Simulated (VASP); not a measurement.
**PtS₂ (1T (CdI2) bulk): a LDA single-point calculation in VASP**

INCAR

```
ENCUT = 520
LWAVE = .FALSE.
ISIF = 2
LREAL = .FALSE.
SIGMA = 0.01
ISMEAR = 0
NSW = 0
NELM = 120
LCHARG = .FALSE.
NBANDS = 18
GGA = CA
EDIFF = 1E-7
LASPH = .TRUE.
PREC = Accurate
IBRION = -1
```

KPOINTS

```
KPOINTS created by Atomic Simulation Environment
0
Gamma
12 12 6
0 0 0
```

KPOINTS_OPT

```
special points
8
Reciprocal
0.0000000000 0.0000000000 0.0000000000 1
0.5000000000 0.0000000000 0.0000000000 1
0.3333333333 0.3333333333 0.0000000000 1
0.0000000000 0.0000000000 0.5000000000 1
0.5000000000 0.0000000000 0.5000000000 1
0.3333333333 0.3333333333 0.5000000000 1
0.0000000000 0.1666666667 0.1666666667 1
0.0000000000 0.2500000000 0.3333333333 1
```

POSCAR

```
Pt S
 1.0000000000000000
     3.5526415791220347    0.0000000000286172   -0.0000000000000000
    -1.7763207895858004    3.0766778580462373    0.0000000000000000
    -0.0000000000000000    0.0000000000000000    5.1227110718046962
 Pt  S
   1   2
Cartesian
 -0.0000000000000000 -0.0000000000000000  0.0000000000000000
 -0.0000000000165222  2.0511185720403642  1.2256597290667541
  1.7763207895527557  1.0255592860344904  3.8970513427379432
```

VASP ran with the recommended LDA PAW datasets (22 valence electrons in the cell).

Command

```
mpirun -np 1 vasp_std
```

OSZICAR

```
N       E                     dE             d eps       ncg     rms          rms(c)
DAV:   1     0.108268796959E+03    0.10827E+03   -0.10311E+04  3640   0.109E+03
DAV:   2    -0.140257154623E+02   -0.12229E+03   -0.11836E+03  4394   0.219E+02
DAV:   3    -0.194529210694E+02   -0.54272E+01   -0.53860E+01  4560   0.465E+01
DAV:   4    -0.195100794661E+02   -0.57158E-01   -0.57127E-01  4636   0.528E+00
DAV:   5    -0.195109638829E+02   -0.88442E-03   -0.88435E-03  4576   0.647E-01    0.179E+01
DAV:   6    -0.184391429702E+02    0.10718E+01   -0.59680E+00  3744   0.238E+01    0.114E+01
DAV:   7    -0.181828173007E+02    0.25633E+00   -0.11862E+00  3704   0.111E+01    0.556E+00
DAV:   8    -0.181514827101E+02    0.31335E-01   -0.73439E-02  3964   0.188E+00    0.107E+00
DAV:   9    -0.181474518415E+02    0.40309E-02   -0.84162E-03  4178   0.915E-01    0.258E-01
DAV:  10    -0.181474676082E+02   -0.15767E-04   -0.15056E-03  4148   0.244E-01    0.917E-02
DAV:  11    -0.181474700613E+02   -0.24531E-05   -0.60714E-05  4626   0.687E-02    0.432E-02
DAV:  12    -0.181474685807E+02    0.14806E-05   -0.63101E-06  4146   0.241E-02    0.105E-02
DAV:  13    -0.181474684759E+02    0.10472E-06   -0.10047E-06  4360   0.710E-03    0.249E-03
DAV:  14    -0.181474684563E+02    0.19684E-07   -0.12638E-07  2306   0.259E-03
   1 F= -.18147468E+02 E0= -.18147468E+02  d E =-.740162E-33
       N       E                     dE             ncg
DAV:   1     0.464826161546E+04   -0.30336E+04      296
DAV:   2     0.367641877808E+04   -0.97184E+03      344
DAV:   3     0.363747483914E+04   -0.38944E+02      362
DAV:   4     0.363709559168E+04   -0.37925E+00      344
DAV:   5     0.363708806340E+04   -0.75283E-02      384
DAV:   6     0.363708785068E+04   -0.21272E-03      360
DAV:   7     0.363708784322E+04   -0.74545E-05      364
DAV:   8     0.363708784293E+04   -0.29398E-06      360
DAV:   9     0.363708784292E+04   -0.10247E-07      258
```

From OUTCAR

```
k-points           NKPTS =    100   k-points in BZ     NKDIM =    100   number of bands    NBANDS=     18

   NELECT =      22.0000    total number of electrons

   dimension x,y,z NGX =    28 NGY =   28 NGZ =   40
   dimension x,y,z NGXF=    56 NGYF=   56 NGZF=   80

  energy-cutoff  :      520.00
  volume of cell :       55.99
      direct lattice vectors                 reciprocal lattice vectors
     3.552641579  0.000000000  0.000000000     0.281480689  0.162512952  0.000000000
    -1.776320790  3.076677858  0.000000000    -0.000000000  0.325025903  0.000000000
     0.000000000  0.000000000  5.122711072     0.000000000  0.000000000  0.195209136

 k-points in reciprocal lattice and weights: KPOINTS created by Atomic Simulation Env
   0.00000000  0.00000000  0.00000000       0.001
   0.08333333 -0.00000000  0.00000000       0.007
   0.16666667  0.00000000  0.00000000       0.007
   0.25000000 -0.00000000  0.00000000       0.007
   0.33333333  0.00000000  0.00000000       0.007
   0.41666667  0.00000000  0.00000000       0.007
   0.50000000 -0.00000000  0.00000000       0.003
   0.08333333  0.08333333  0.00000000       0.007
   ...

 E-fermi :   6.4140

 k-point     1 :       0.0000    0.0000    0.0000
  band No.  band energies     occupation
      1      -8.7910      2.00000
      2      -5.9333      2.00000
      3      -0.5329      2.00000
      4      -0.2036      2.00000
      5      -0.2036      2.00000
      6       2.5556      2.00000
      7       2.5556      2.00000
      8       4.3185      2.00000
      9       5.2864      2.00000
     10       5.2864      2.00000
     11       6.2941      2.00000
     12       8.4001      0.00000
     13       8.4001      0.00000
     14      10.9085      0.00000
     15      11.4962      0.00000
     16      14.2975      0.00000
     17      14.2975      0.00000
     18      18.5602      0.00000

 k-point     2 :       0.0833   -0.0000    0.0000
  band No.  band energies     occupation
      1      -8.7020      2.00000
      2      -5.9748      2.00000
      3      -0.4390      2.00000
      4      -0.1475      2.00000
      5      -0.1445      2.00000
      6       2.4243      2.00000
      7       2.4871      2.00000
      8       4.1070      2.00000
      9       5.1929      2.00000
     10       5.2949      2.00000
     11       6.2829      2.00000
     12       8.0831      0.00000
     13       8.3459      0.00000
     14      11.4121      0.00000
     15      11.8729      0.00000
     16      14.0625      0.00000
     17      14.5808      0.00000
     18      17.5693      0.00000

 k-point     3 :       0.1667    0.0000    0.0000
  band No.  band energies     occupation
      1      -8.4448      2.00000
      2      -6.0867      2.00000
      3      -0.1899      2.00000
      4       0.0045      2.00000
      5       0.0480      2.00000
      6       1.9811      2.00000
      7       2.3446      2.00000
      8       3.6492      2.00000
      9       5.0319      2.00000
     10       5.2244      2.00000
     11       6.0128      2.00000
     12       7.7844      0.00000
     13       8.2919      0.00000
     14      12.0937      0.00000
     15      12.6895      0.00000
     16      13.9527      0.00000
     17      15.2702      0.00000
     18      16.1076      0.00000

 k-point     4 :       0.2500   -0.0000    0.0000
  band No.  band energies     occupation
      1      -8.0506      2.00000
      2      -6.2383      2.00000
      3       0.0480      2.00000
      4       0.1999      2.00000
      5       0.4587      2.00000
      6       1.2631      2.00000
      7       2.2618      2.00000
      8       3.3088      2.00000
      9       4.7774      2.00000
     10       4.9366      2.00000
     11       5.3961      2.00000
     12       7.8242      0.00000
     13       8.3843      0.00000
     14      11.8642      0.00000
     15      13.5292      0.00000
     16      14.6169      0.00000
     17      15.1411      0.00000
     18      15.5452      0.00000

 k-point     5 :       0.3333    0.0000    0.0000
  band No.  band energies     occupation
      1      -7.5813      2.00000
      2      -6.3979      2.00000
      3      -0.1179      2.00000
      4       0.3577      2.00000
      5       0.8437      2.00000
      6       1.0992      2.00000
      7       2.3675      2.00000
      8       3.1232      2.00000
      9       4.2697      2.00000
     10       4.4427      2.00000
     11       4.8100      2.00000
     12       7.8451      0.00000
     13       8.5901      0.00000
     14      11.5856      0.00000
     15      13.4001      0.00000
     16      14.5722      0.00000
     17      15.0231      0.00000
     18      15.6628      0.00000

 k-point     6 :       0.4167    0.0000    0.0000
  band No.  band energies     occupation
      1      -7.1386      2.00000
      2      -6.5527      2.00000
      3      -0.6764      2.00000
      4       0.4319      2.00000
      5       1.0376      2.00000
      6       1.7717      2.00000
      7       2.7118      2.00000
      8       3.0164      2.00000
      9       3.7341      2.00000
     10       3.8442      2.00000
     11       4.2237      2.00000
     12       7.7995      0.00000
     13       8.7789      0.00000
     14      11.5954      0.00000
     15      12.8401      0.00000
     16      14.3621      0.00000
     17      14.5807      0.00000
     18      16.7798      0.00000

 k-point     7 :       0.5000   -0.0000    0.0000
  band No.  band energies     occupation
      1      -6.8912      2.00000
      2      -6.6768      2.00000
      3      -0.9257      2.00000
      4       0.4486      2.00000
      5       1.1834      2.00000
      6       2.1129      2.00000
      7       3.1261      2.00000
      8       3.2047      2.00000
      9       3.2684      2.00000
     10       3.3608      2.00000
     11       3.8911      2.00000
     12       7.7819      0.00000
     13       8.8529      0.00000
     14      11.6525      0.00000
     15      12.6008      0.00000
     16      14.2913      0.00000
     17      14.4219      0.00000
     18      17.3999      0.00000

 k-point     8 :       0.0833    0.0833    0.0000
  band No.  band energies     occupation
      1      -8.5288      2.00000
      2      -6.0513      2.00000
      3      -0.2628      2.00000
      4      -0.0341      2.00000
      5      -0.0338      2.00000
      6       2.2379      2.00000
      7       2.2767      2.00000
      8       3.7739      2.00000
      9       5.0817      2.00000
     10       5.2149      2.00000
     11       6.1984      2.00000
     12       7.9262      0.00000
     13       8.1380      0.00000
     14      12.0989      0.00000
     15      12.4623      0.00000
     16      13.7298      0.00000
     17      15.1427      0.00000
     18      16.4821      0.00000

 k-point     9 :       0.1667    0.0833    0.0000
  band No.  band energies     occupation
      1      -8.2023      2.00000
      2      -6.1817      2.00000
      3       0.0061      2.00000
      4       0.1394      2.00000
      5       0.2394      2.00000
      6       1.6788      2.00000
      7       2.0971      2.00000
      8       3.4212      2.00000
      9       4.8562      2.00000
     10       4.9172      2.00000
     11       5.9556      2.00000
     12       7.7851      0.00000
     13       8.1313      0.00000
     14      12.3810      0.00000
     15      13.1821      0.00000
     16      14.0351      0.00000
     17      15.3936      0.00000
     18      15.8019      0.00000

 k-point    10 :       0.2500    0.0833    0.0000
  band No.  band energies     occupation
      1      -7.7677      2.00000
      2      -6.3333      2.00000
      3       0.1410      2.00000
      4       0.2412      2.00000
      5       0.7447      2.00000
      6       1.0461      2.00000
      7       2.0844      2.00000
      8       3.2365      2.00000
      9       4.3082      2.00000
     10       4.5934      2.00000
     11       5.5102      2.00000
     12       7.7022      0.00000
     13       8.3478      0.00000
     14      11.8854      0.00000
     15      13.9026      0.00000
     16      14.3098      0.00000
     17      14.8824      0.00000
     18      15.7527      0.00000

 k-point    11 :       0.3333    0.0833    0.0000
  band No.  band energies     occupation
      1      -7.3061      2.00000
      2      -6.4823      2.00000
      3      -0.3471      2.00000
      4       0.3507      2.00000
      5       1.0089      2.00000
      6       1.3902      2.00000
      7       2.2580      2.00000
      8       3.1878      2.00000
      9       3.7254      2.00000
     10       4.0822      2.00000
     11       4.9897      2.00000
     12       7.6974      0.00000
     13       8.4638      0.00000
     14      11.6563      0.00000
     15      13.4928      0.00000
     16      14.0231      0.00000
     17      15.2401      0.00000
     18      15.9991      0.00000

 ...

  Total       -1.3479408     -1.3479408     -1.5859008      0.0000000      0.0000000      0.0000000
  in kB      -38.5698657    -38.5698657    -45.3788322      0.0000000      0.0000000      0.0000000
  external PRESSURE =     -40.8395212 kB  Pullay stress =       0.0000000 kB

 POSITION                                       TOTAL-FORCE (eV/Angst)
 -----------------------------------------------------------------------------------
      0.00000      0.00000      0.00000        -0.000000     -0.000000      0.000000
     -0.00000      2.05112      1.22566         0.000000      0.000000     -0.338649
      1.77632      1.02556      3.89705        -0.000000     -0.000000      0.338649
 -----------------------------------------------------------------------------------
    total drift:                               -0.000000      0.000000     -0.000000

  FREE ENERGIE OF THE ION-ELECTRON SYSTEM (eV)
  ---------------------------------------------------
  free  energy   TOTEN  =       -18.1474684563 eV

  energy  without entropy=      -18.1474684563  energy(sigma->0) =      -18.14746846
```

- gap between bands v and c: 0.60 eV
- least direct gap: 0.88 eV
- pressure: -4.1 GPa
- largest force: 0.34 eV/Å

Band v is the last that the valence electrons fill when counted band by band, and c is the next.

The run took about 35 s on one core of a shared host (Intel Xeon 6975P-C) and held 0.27 GiB at most.
